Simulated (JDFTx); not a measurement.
Runs of JDFTx 1.7.0 (patched build) on BN. Symmetry: P6_3/mmc, No. 194, hexagonal system. Conventional cell: a = 2.498 Å, b = 2.498 Å, c = 6.636 Å, α = 90.00°, β = 90.00°, γ = 120.00°. Around N (site symmetry -6m2) lie 3 B at 1.44 Å. B (site symmetry -6m2) is surrounded by 3 N at 1.44 Å. 

| task | level | potentials or basis | cell | k mesh | cutoff (eV) | max SCF steps | SCF threshold on the energy | solver of the electrons | further solve for the empty bands | band ratio of the Davidson solver | mesh quality | gap on the mesh (eV) | pressure (GPa) | relaxed volume (Å³/atom) |
| --- | --- | --- | --- | --- | --- | --- | --- | --- | --- | --- | --- | --- | --- | --- |
| single point | SCAN | SG15-PBE-1.2 | as given | 10 × 10 × 3 | 1088 | 100 | 1e-09 Ha | scf | yes | - | not flagged | 4.79 | -0.7 | - |
| relaxation of cell and atoms | PBE+D3(BJ) | PseudoDojo-SR-PBE-0.5-standard | relaxed | 12 × 12 × 4 | 1143 | 100 | 1e-09 Ha | scf | no | - | not flagged | 4.30 | -0.1 | (a) |
| relaxation of cell and atoms | RPBE | PseudoDojo-SR-PBE-0.5-standard | relaxed | 12 × 12 × 4 | 1143 | 100 | 1e-09 Ha | scf | no | - | not flagged | 4.60 | 0.0 | 10.60 |
| single point | TASK | SG15-PBE-1.2 | as given | 10 × 10 × 3 | 1088 | 100 | 1e-09 Ha | scf | yes | - | not flagged | 5.88 | 3.9 | - |
| single point | PBE | PseudoDojo-SR-PBE-0.5-standard | as given | 5 × 5 × 2 | 1143 | 100 | 1e-09 Ha | scf | yes | - | coarse | (b) | 4.8 | - |

Alike in all rows: no spin polarisation; smearing fermi-dirac 0.05 eV.

Problem. Fill in the values left out.

Solution. (a) 9.01; (b) 4.71.

Caveats: some runs use coarse meshes; the potentials were made for another functional, which shifts forces and pressure (some runs); an odd mesh through Γ misses points on the zone boundary, where band edges often lie (some runs); the empty levels aren't tightly converged (some runs); the volume moved by over 15 % at a fixed basis, so the end points are rough (some runs); the plane waves are those of the starting cell, so after so large a change of volume the result is rough (some runs); this functional lacks dispersion, which binds the layers, so the pressure and a relaxed spacing across them are unreliable, and here the layers came unbound (some runs).

Not every run made on this cell is shown here.
